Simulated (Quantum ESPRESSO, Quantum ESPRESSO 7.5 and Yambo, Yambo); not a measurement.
# Quasiparticle gap of LiF (Griceite) in Yambo

Aim: the G0W0 gap of LiF (Griceite) on PBE, step by step.

Main program and level: Quantum ESPRESSO 7.5 and Yambo 5.3.0; PBE and many-body steps on it, plane waves.

This is a report of a sequence of runs, with most program output left out.

## 1. Set-up

Symmetry: Fm-3m, No. 225, cubic system. The conventional cell has a = 4.028 Å, b = 4.028 Å, c = 4.028 Å, α = 90.00°, β = 90.00°, γ = 90.00°. Nearest to Li lie 6 F at 2.01 Å. Nearest to F lie 6 Li at 2.01 Å. Farther neighbours and most contacts between anions are not listed.

The cell and positions come from the Crystallography Open Database and are kept as given unless a step says otherwise.

## 2. Ground state

This step: Quantum ESPRESSO 7.5; DFT, PBE, plane waves, norm-conserving pseudopotentials.

The ground-state density comes first.

pw.in reads:

```
&control
  calculation = 'scf'
  prefix = 'x'
  outdir = 'o'
  pseudo_dir = 'pseudo'
/
&system
  ibrav = 0
  nat = 2
  ntyp = 2
  ecutwfc = 72.0
  nbnd = 10
  force_symmorphic = .true.
/
&electrons
  conv_thr = 1e-10
  electron_maxstep = 80
  mixing_beta = 0.5
/
ATOMIC_SPECIES
  Li 6.94 Li.upf
  F 18.998 F.upf
CELL_PARAMETERS angstrom
  0.0000000000 2.0140000000 2.0140000000
  2.0140000000 0.0000000000 2.0140000000
  2.0140000000 2.0140000000 -0.0000000000
ATOMIC_POSITIONS crystal
  Li 0.0000000000 0.0000000000 0.0000000000
  F 0.5000000000 0.5000000000 0.5000000000
K_POINTS automatic
  8 8 8 0 0 0
```

The run is started by

```bash
> OMP_NUM_THREADS=1 mpirun -n 8 pw.x -nk 8 -in pw.in > pw.out
```

It took 1.4 s on 8 MPI ranks of Arm Neoverse V2, shared host; peak memory 0.05 GiB; 11 s of CPU time.

Numbers from this step:

| Quantity | Value |
| --- | --- |
| total energy | -870.5136 eV |
| gap | 9.115 eV |
| k of the valence top | 0, 0, 0 |
| k of the conduction bottom | 0, 0, 0 |
| least direct gap | 9.115 eV |

The gap is direct, at Γ.

## 3. Bands along the symmetry lines

The cheap functional maps the bands first; the places of the edges decide which points the dearer methods must see.

pw.in reads:

```
&control
  calculation = 'bands'
  prefix = 'x'
  outdir = 'o'
  pseudo_dir = 'pseudo'
/
&system
  ibrav = 0
  nat = 2
  ntyp = 2
  ecutwfc = 72.0
  nbnd = 11
  force_symmorphic = .true.
/
&electrons
  conv_thr = 1e-9
  electron_maxstep = 80
  diago_full_acc = .true.
  diago_thr_init = 5e-6
/
ATOMIC_SPECIES
  Li 6.94 Li.upf
  F 18.998 F.upf
CELL_PARAMETERS angstrom
  0.0000000000 2.0140000000 2.0140000000
  2.0140000000 0.0000000000 2.0140000000
  2.0140000000 2.0140000000 -0.0000000000
ATOMIC_POSITIONS crystal
  Li 0.0000000000 0.0000000000 0.0000000000
  F 0.5000000000 0.5000000000 0.5000000000
K_POINTS crystal
  50
  0.00000000 0.00000000 0.00000000 1
  0.06250000 0.00000000 0.06250000 1
  0.12500000 0.00000000 0.12500000 1
  0.18750000 0.00000000 0.18750000 1
  0.25000000 0.00000000 0.25000000 1
  0.31250000 0.00000000 0.31250000 1
  0.37500000 0.00000000 0.37500000 1
  0.43750000 0.00000000 0.43750000 1
  0.50000000 0.00000000 0.50000000 1
  0.51562500 0.03125000 0.51562500 1
  0.53125000 0.06250000 0.53125000 1
  0.54687500 0.09375000 0.54687500 1
  0.56250000 0.12500000 0.56250000 1
  0.57812500 0.15625000 0.57812500 1
  0.59375000 0.18750000 0.59375000 1
  0.60937500 0.21875000 0.60937500 1
  0.62500000 0.25000000 0.62500000 1
  0.37500000 0.37500000 0.75000000 1
  0.32812500 0.32812500 0.65625000 1
  0.28125000 0.28125000 0.56250000 1
  0.23437500 0.23437500 0.46875000 1
  0.18750000 0.18750000 0.37500000 1
  0.14062500 0.14062500 0.28125000 1
  0.09375000 0.09375000 0.18750000 1
  0.04687500 0.04687500 0.09375000 1
  0.00000000 0.00000000 0.00000000 1
  0.06250000 0.06250000 0.06250000 1
  0.12500000 0.12500000 0.12500000 1
  0.18750000 0.18750000 0.18750000 1
  0.25000000 0.25000000 0.25000000 1
  0.31250000 0.31250000 0.31250000 1
  0.37500000 0.37500000 0.37500000 1
  0.43750000 0.43750000 0.43750000 1
  0.50000000 0.50000000 0.50000000 1
  0.50000000 0.46875000 0.53125000 1
  0.50000000 0.43750000 0.56250000 1
  0.50000000 0.40625000 0.59375000 1
  0.50000000 0.37500000 0.62500000 1
  0.50000000 0.34375000 0.65625000 1
  0.50000000 0.31250000 0.68750000 1
  0.50000000 0.28125000 0.71875000 1
  0.50000000 0.25000000 0.75000000 1
  0.50000000 0.21875000 0.71875000 1
  0.50000000 0.18750000 0.68750000 1
  0.50000000 0.15625000 0.65625000 1
  0.50000000 0.12500000 0.62500000 1
  0.50000000 0.09375000 0.59375000 1
  0.50000000 0.06250000 0.56250000 1
  0.50000000 0.03125000 0.53125000 1
  0.50000000 0.00000000 0.50000000 1
```

Wall time 1.1 s (8 MPI ranks); peak memory 0.05 GiB.

This step gave:

- gap: 9.114 eV
- k of the valence top: 0.0469, 0.0469, 0.0938
- k of the conduction bottom: 0, 0, 0
- least direct gap: 9.115 eV

The gap is 9.114 eV, −0.001 eV from the run before at this level.

The electronic bands at the labelled points (eV, zero at the top of the highest filled band; v1 is the highest filled band, c1 the lowest empty one):

```
    point      v4     v3     v2     v1     c1     c2     c3     c4
        Γ  -19.90   0.00   0.00   0.00   9.11  23.99  23.99  23.99
  halfway  -19.59  -1.42  -0.51  -0.51  11.43  18.82  19.77  20.65
        X  -19.20  -2.98  -0.99  -0.99  14.82  16.54  17.49  20.26
  halfway  -19.21  -2.85  -1.17  -0.92  14.84  15.87  17.71  20.08
        U  -19.24  -2.48  -1.55  -0.73  14.53  14.92  18.45  19.69
jump to K  -19.24  -2.48  -1.55  -0.73  14.53  14.92  18.45  19.69
  halfway  -19.59  -1.49  -0.75  -0.09  11.11  17.01  19.96  20.21
        Γ  -19.90   0.00   0.00   0.00   9.11  23.99  23.99  23.99
  halfway  -19.69  -1.36  -0.12  -0.12  10.38  17.98  20.59  20.59
        L  -19.46  -2.50  -0.23  -0.23  10.83  16.74  18.94  18.94
  halfway  -19.35  -2.31  -1.22  -0.48  12.56  15.76  19.00  19.20
        W  -19.23  -2.06  -2.06  -0.79  15.08  15.08  17.48  19.28
  halfway  -19.21  -2.73  -1.32  -0.89  14.86  15.76  17.49  19.75
        X  -19.20  -2.98  -0.99  -0.99  14.82  16.54  17.49  20.26
```

## 4. Empty states on the mesh, 4×4×4 mesh, 42 bands

The sums over transitions need many empty states on a uniform mesh; this step solves for them.

pw.in reads:

```
&control
  calculation = 'nscf'
  prefix = 'x'
  outdir = 'o'
  pseudo_dir = 'pseudo'
/
&system
  ibrav = 0
  nat = 2
  ntyp = 2
  ecutwfc = 72.0
  nbnd = 42
  force_symmorphic = .true.
/
&electrons
  conv_thr = 1e-9
  electron_maxstep = 80
  diago_full_acc = .true.
  diago_thr_init = 5e-6
/
ATOMIC_SPECIES
  Li 6.94 Li.upf
  F 18.998 F.upf
CELL_PARAMETERS angstrom
  0.0000000000 2.0140000000 2.0140000000
  2.0140000000 0.0000000000 2.0140000000
  2.0140000000 2.0140000000 -0.0000000000
ATOMIC_POSITIONS crystal
  Li 0.0000000000 0.0000000000 0.0000000000
  F 0.5000000000 0.5000000000 0.5000000000
K_POINTS automatic
  4 4 4 0 0 0
```

The run is started by

```bash
> OMP_NUM_THREADS=1 mpirun -n 8 pw.x -nk 4 -in pw.in > pw.out
```

Elapsed: 0.96 s, on 8 MPI ranks; peak memory 0.05 GiB.

Numbers from this step:

```
gap                                                           : 9.115 eV
k of the valence top                                          : 0, 0, 0
k of the conduction bottom                                    : 0, 0, 0
least direct gap                                              : 9.115 eV
k points computed                                             : 8
lowest point of the top converged band, above the valence top : 91.2250 eV
```

On this mesh the gap is 9.115 eV.

## 5. Conversion and set-up

This step: Yambo 5.3.0; conversion and set-up on PBE, plane waves, norm-conserving pseudopotentials.

The states are converted to the many-body program's format and the q mesh is built.

The run is started by

```bash
> (cd o/x.save; p2y > p2y.log; mv SAVE ../..); yambo > setup.log
```

It took 1.6 s on 1 MPI rank; peak memory 0.23 GiB.

## 6. Screening and self-energy, 4×4×4 mesh, 42 bands, screening to 163.3 eV

Now the one-shot GW correction: screening in the RPA, then the self-energy of the levels asked for.

This step: G0W0 on PBE, plane waves, norm-conserving pseudopotentials.

gw1.in reads:

```
HF_and_locXC
gw0
dyson
ppa
em1d
rim_cut
RandQpts= 1000000
RandGvec= 1 RL
EXXRLvcs= 72 Ry
VXCRLvcs= 288 Ry
Chimod= "HARTREE"
% BndsRnXp
 1 | 42 |
%
NGsBlkXp= 12 Ry
% LongDrXp
 1 | 1 | 1 |
%
% GbndRnge
 1 | 42 |
%
DysSolver= "n"
ExtendOut
PPAPntXp= 27.21138 eV
% QPkrange
 1 | 1 | 4 | 7 |
%
```

The run is started by

```bash
> OMP_NUM_THREADS=1 mpirun -n 8 yambo -F gw1.in -J gw1 -C gw1 > gw1.log
```

The job ended after 4.5 s (8 MPI ranks; peak memory 2.1 GiB; 27 s of CPU time).

Numbers from this step:

| Property | Result |
| --- | --- |
| G0W0 gap on the points computed | 13.18 eV |
| starting gap on the mesh | 9.115 eV |
| k of the valence top | 0, 0, 0 |
| k of the conduction bottom | 0, 0, 0 |
| least direct G0W0 gap on the computed points | 13.18 eV |
| Z at the valence top | 0.8310 |
| Z at the conduction bottom | 0.8928 |

The gap on the mesh goes from 9.11 eV to 13.18 eV, a correction of +4.06 eV.

Limits: finite bands, cutoff and mesh; coarse k mesh. v1 is the top filled band, c1 the lowest empty one. Levels before and after the correction, in eV, zero at the valence-band top of each column:

```
           conduction bottom  valence top
Kohn-Sham               9.11         0.00
     G0W0              13.18         0.00
```

```
             level  energy (eV)
Kohn-Sham  Γ v2-v1        0.000
Kohn-Sham     Γ c1        9.115
Kohn-Sham     Γ c2       23.991
     G0W0  Γ v2-v1       -0.002
     G0W0     Γ c1       13.178
     G0W0     Γ c2       29.028
```

## 7. Where the time went

Times are wall times on the hardware named with each run, good to a factor of about two.

```
                          step    time  share  memory (GiB)
                  ground state   1.4 s   15 %          0.05
bands along the symmetry lines   1.1 s   11 %          0.05
      empty states on the mesh  0.96 s   10 %          0.05
         conversion and set-up   1.6 s   17 %          0.23
     screening and self-energy   4.5 s   47 %           2.1
```

## 8. Results

| Item | Value |
| --- | --- |
| PBE gap | 9.11 eV, indirect (only 1 meV under the direct gap) |
| G0W0 gap on the mesh | 13.18 eV |
| GW settings | 4×4×4 mesh, 42 bands, screening to 163.3 eV, Godby-Needs plasmon pole |
| known limits | not at the basis limit; coarse k mesh |

In words: G0W0 moves the gap on the mesh from 9.11 eV to 13.18 eV (+4.06 eV), with Z of 0.83 and 0.89 at the edges. Only 1 of the mesh's irreducible points was corrected, so a valley elsewhere could overtake. The dearest step here is «screening and self-energy». Bands and cutoff are finite, so the gap is not at the basis limit. The miss can reach some tenths of an eV and take either sign; the mesh is an error of its own. In the G0W0 run levels were corrected at 1 k point alone, so a gap called «on the mesh» is the least over those, and an edge elsewhere would be missed. The 4×4×4 mesh is coarse for this cell, which bears on the long-range parts of exchange and screening.

[Paths, hosts, dates, memory and timing lines, banners, echoed tables and standing remarks are left out of the program output.]

[Logs are printed without paths, hosts, clocks, repeated set-up lines and the standing remarks that a program may print on its own settings, such as how far it seeks lower states.]

[Runs of the session that timed out or met a known fault of the program may be left out.]

[Hosts, paths, dates, database ids (printed as entryN), source tags and the programs' standing remarks are cut or masked in the printed files.]
